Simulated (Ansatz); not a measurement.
Wurtzite PbSe (no longer in that coordination), relaxed with r2SCAN in Ansatz 0.2.0. Space group P6_3mc (No. 186), hexagonal; a = 5.174 Å, c = 6.215 Å in the conventional setting, 36.02 Å³ an atom. Pb has 5 Se at 2.99–3.14 Å; Se has 5 Pb at 2.99–3.14 Å.

The axes x, y and z are those of this cell:
```xyz
4
Lattice="5.1741 0.0000 0.0000 -2.5871 4.4809 0.0000 0.0000 0.0000 6.2148" Properties=species:S:1:pos:R:3 pbc="T T T"
Pb    0.0000    2.9873   -0.4033
Pb    2.5871    1.4936    2.7041
Se    0.0000    2.9873    2.7339
Se    2.5871    1.4936    5.8412
```

Unstrained: With HSE06 the gap is 1.655 eV and direct, at H. Meshes: HSE06 6×6×4. Strains are changes of length per length. After each strain the atoms were relaxed again with r2SCAN within the symmetry that the strain leaves, so tilts or polar shifts that break it weren't tested; points keep the names that they have in the unstrained zone. These are computed values for a spin-unpolarised cell that may be hypothetical; none is a measurement.

(1) Estimate what uniaxial +1.5 % along z, other directions held does to the gap.

(2) Estimate what isotropic -4.0 % on every length does to the gap.

Answers

(1) HSE06: the gap goes from 1.655 to 1.770 eV (+0.115 eV).

(2) HSE06: the gap goes from 1.655 to 1.391 eV (-0.264 eV).

Spin-orbit coupling is left out; in compounds of Pb, Bi, Tl or Hg it can lower a gap by up to about 1 eV, split its edges or invert the bands.

The meshes of the hybrids are coarse, so their gaps aren't converged to the digits shown.
